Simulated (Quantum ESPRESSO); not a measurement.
TiC:

```
Ti C
1.0
     0.00000    2.16572    2.16572
     2.16572    0.00000    2.16572
     2.16572    2.16572    0.00000
Ti C
1 1
Cartesian
  0.0000 0.0000 0.0000
  2.1657 2.1657 2.1657
```

The cell is a database's computed one.

Base run:

| Property | Result |
| --- | --- |
| Program | Quantum ESPRESSO 7.5 |
| Functional | LDA |
| Potentials or basis | GBRV 1.5 LDA |
| Cutoff | 612 eV |
| Density cutoff | 4898 eV |
| k mesh | 11 × 11 × 11 |
| Occupations | fermi-dirac, width 0.05 eV |
| Spin | no spin polarisation |

Its results: band gap on the k mesh none (metal or under the smearing width); pressure -12.4 GPa.

Task: The run is repeated on the same cell with these changes: functional from LDA to PBEsol; potentials or basis from GBRV 1.5 LDA to GBRV 1.5 PBEsol. What comes out?

Result: Band gap on the k mesh none (metal or under the smearing width); pressure -6.8 GPa.
